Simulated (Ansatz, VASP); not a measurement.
**W: VASP beside Ansatz**

```
CELL_PARAMETERS angstrom
3.16462 0.00000 0.00000
0.00000 3.16462 0.00000
0.00000 0.00000 25.85785
ATOMIC_POSITIONS crystal
W 0.00000 0.00000 0.56807
W 0.50000 0.50000 0.62526
W 0.00000 0.00000 0.69055
W 0.50000 0.50000 0.74454
```

Alike in both runs: task single point; functional PBE; k mesh 16 × 16 × 1; occupations methfessel-paxton of order 1, width 0.1 eV; no spin polarisation.

|  | VASP | Ansatz |
| --- | --- | --- |
| version | VASP 6.6.1 | Ansatz 0.2.0 |
| potentials or method | VASP PAW PBE potentials, release 64 (W_sv) | scalar-relativistic, plane waves, PAW |
| plane-wave cutoff (eV) | 520 | 420 |
| valence electrons in the cell | 56 | 56 |

VASP gave:

```
gap on the k mesh at the Fermi level (eV) : none
rms of the force components (eV/Å)        : 0.475
```

Task: Which values does Ansatz return?

Result: gap on the k mesh at the Fermi level (eV): none; rms of the force components (eV/Å): 0.482.

Atom by atom the forces differ by 0.018 eV/Å (rms over components). A gap of «none» marks a metal or a gap that the smearing closes. The functional is the same, so the differences come from potentials, cutoffs and numerics. Ansatz warned: «xc_potential_rough_in_thin_density».

Spin-orbit coupling is left out, which matters for the levels of W.
